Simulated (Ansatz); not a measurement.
What a trial cell of As relaxes into

These are results of DFT PBE, scalar-relativistic, plane waves, PAW (Ansatz 0.2.0), not measurements. Cutoff 420 eV, Γ-centred k mesh, Gaussian smearing, no spin polarisation in the final step.

The start puts As on the lonsdaleite structure type (P6_3/mmc, No. 194), at a guessed volume.

```xyz
4
Lattice="3.8323 0.0000 0.0000 -1.9161 3.3189 0.0000 0.0000 0.0000 6.3233" Properties=species:S:1:pos:R:3 pbc="T T T"
As    0.0000    2.2126    2.7664
As    1.9161    1.1063    5.9281
As    1.9161    1.1063    3.5568
As    0.0000    2.2126    0.3952
```

Cell and atoms relax at zero pressure; the relaxation can't lower the symmetry of the start. After a coarse first stage the cell is made exact in the group found at 0.06 Å.

Energies count from the standard state of As at the same level.

(1) Which crystal results?

(2) What are its volume, energy, density and gap?

Results:

(1) It keeps P6_3/mmc (No. 194). The result has the lonsdaleite structure. Conventional cell: a = 4.615 Å, c = 5.838 Å. Around As lie 1 As at 2.49 Å and 3 As at 2.70 Å.

Space group P6_3/mmc (No. 194). a = 4.615 Å, b = 4.615 Å, c = 5.838 Å, α = 90.00°, β = 90.00°, γ = 120.00°
| atom | site | symmetry | x | y | z |
| --- | --- | --- | --- | --- | --- |
| As | 4f | 3m. | 0.3333 | 0.6667 | 0.4632 |

(2) The volume per atom is 26.93 Å³ and the density is 4.62 g/cm³. The energy over the standard structure is 0.16 eV/atom. The gap on the 12×12×8 mesh is 0 eV (a metal).

The final run used a 12×12×8 mesh on its 4-atom cell and 0.10 eV smearing. The k mesh leaves about 4 meV/atom of noise in metals. A structure relaxed within its symmetry needn't be a true minimum.